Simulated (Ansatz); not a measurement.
# One input, then a changed one: CdSe

First run: DFT, PBEsol, all-electron LAPW, scalar-relativistic (Ansatz 0.2.0).

Command: `ansatz run input.yaml --threads 1 --pin off --max-ram 2048MiB --backend cpu --events-out ev --progress --plain --runs-dir out` It took 29 s on 1 thread of Arm Neoverse V2 (shared host), peak memory 0.44 GiB.

```yaml
crystal:
  lattice:
    - [0.0, 2.8137356268, 2.8137356268]
    - [2.8137356268, 0.0, 2.8137356268]
    - [2.8137356268, 2.8137356268, 0.0]
  atoms:
    - { symbol: Cd, position: [0.0, 0.0, 0.0] }
    - { symbol: Se, position: [0.5, 0.5, 0.5] }
kpoints:
  mp_grid: { grid: [12, 12, 12] }
  band_path:
    path:
      - [0.0, 0.0, 0.0]
      - [0.5, 0.0, 0.5]
      - [0.625, 0.25, 0.625]
      - [0.375, 0.375, 0.75]
      - [0.0, 0.0, 0.0]
      - [0.5, 0.5, 0.5]
      - [0.5, 0.25, 0.75]
      - [0.5, 0.0, 0.5]
    npoints: 14
scf:
  occupations: { method: fermi_dirac, width: 0.05 }
hamiltonian:
  xc: pbesol
  pseudopotentials: { kind: all_electron, lapw: { basis_error: 0.0005 } }
output:
  forces: true
  stress: true
  eigenvalues: true
  populations: true
```

The cell comes from a relaxation on PAW files under the same functional, begun from a database entry that needn't be the ground state.

It converges in 7 SCF iterations at a pressure of 0.00 GPa.

The input is then changed:

```diff
 kpoints:
-  mp_grid: { grid: [12, 12, 12] }
+  mp_grid: { grid: [10, 10, 10] }
   band_path:
   populations: true
+basis:
+  xc_grid: 3
```

What does the second run give?

It converges in 7 SCF iterations at a pressure of 0.00 GPa, free energy +0.7 meV/atom against the first run's. The settings are coarser than usual, but the energy hardly moved. Results part of its log:
```
SCF 1 converged in 7 iterations: F = -218246.834533 eV  dr2 = 2.97e-8
NSCF: frozen V_eff on 99 k-points
SCF converged after 7 iterations
Free energy (F): -218246.834533 eV
Harris-Foulkes:  -218246.834533 eV  (|F-HF|=1.07e-8)
Internal energy: -218246.829835 eV  (E = F + TS)
E sigma→0 (E₀):  -218246.832184 eV
Entropy (-TS):   -0.004698 eV (-2.349 meV/atom)
Fermi energy:    11.894181 eV
--- Per-component energies (eV) ---
  E_band       = -1941.680955
  E_kinetic    = 227030.594991
  E_xc         = -6489.042356
  E_electrostatic = -438788.382470  (all electrons and nuclei)
  E_smearing   = -0.004698  (= −TS)
  E_closure    = 0.000000  (closes the sum)
  E_atoms      = -218240.837515  (free atoms, spherical and without spin; not in F)
  Σ components = -218246.834533   (vs F -218246.834533, Δ=0.00e0)
  Basis errors (estimates in eV, not in F): energy 1.8e-4 per atom: plane waves 1.6e-4 (8.8e-5 summed), levels above the bands 8.8e-84, relativity 1.2e-8, radial functions 1.9e-5, core shells 1.0e-7; eigenvalues (radial functions only) 1.0e-6; not estimated: angular momenta, meshes, grids; target (lapw.basis_error) 5.0e-4; muffin-tin radii Se 1.347 Å, Cd 1.467 Å
--- Forces (eV/Å), atoms counted from 1 ---
  atom   1  Cd    -0.00000000    -0.00000000    -0.00000000
  atom   2  Se     0.00000000    -0.00000000     0.00000000
  max |Σ_I F_I| component: 3.88e-30 eV/Å
--- Stress (GPa, compression-positive) ---
        0.002011      -0.000000      -0.000000
       -0.000000       0.002011       0.000000
       -0.000000       0.000000       0.002011
  P = ⅓ Tr σ = 0.0020 GPa (0.020 kbar)
--- Band table (eV; the first three rows and the last of 47) ---
  k-point 0: bands = ["-194.9775", "-134.6421", "-134.6421", "-134.6421", "-90.0369", "-51.1383", "-51.1383", "-51.1383", "-35.0790", "-35.0790", "-35.0753", "-35.0753", "-35.0753", "-1.4832", "3.8316", "3.8316", "3.8519", "3.8519", "3.8519", "11.1052", "11.1052", "11.1052", "12.0650", "20.4889", "20.4889", "20.4889", "21.6792"]
  k-point 1: bands = ["-194.9775", "-134.6421", "-134.6421", "-134.6421", "-90.0369", "-51.1384", "-51.1383", "-51.1383", "-35.0789", "-35.0789", "-35.0753", "-35.0753", "-35.0753", "-1.4014", "3.8061", "3.8061", "3.8438", "3.8659", "3.8659", "10.0170", "11.1628", "11.1628", "13.1331", "19.4490", "20.2367", "20.2367", "21.3285"]
  k-point 2: bands = ["-194.9775", "-134.6421", "-134.6421", "-134.6421", "-90.0369", "-51.1387", "-51.1384", "-51.1384", "-35.0789", "-35.0789", "-35.0752", "-35.0752", "-35.0752", "-1.1725", "3.7361", "3.7361", "3.8155", "3.9076", "3.9076", "8.6780", "11.3203", "11.3203", "14.3074", "18.4185", "19.1202", "19.1202", "21.3011"]
  k-point 46: bands = ["-194.9775", "-134.6421", "-134.6421", "-134.6421", "-90.0368", "-51.1391", "-51.1389", "-51.1388", "-35.0790", "-35.0788", "-35.0752", "-35.0751", "-35.0749", "-0.4630", "3.7281", "3.8044", "3.9113", "4.0821", "4.5046", "8.0236", "8.6027", "8.6901", "14.3906", "18.3118", "18.5492", "19.9444", "23.5833"]
--- Löwdin populations: 2 sites ---
  site symbol       q [e]
     0     Cd     46.7930
     1     Se     35.0208
  spilling = 0.002271 (of n_electrons = 82.000000)
```
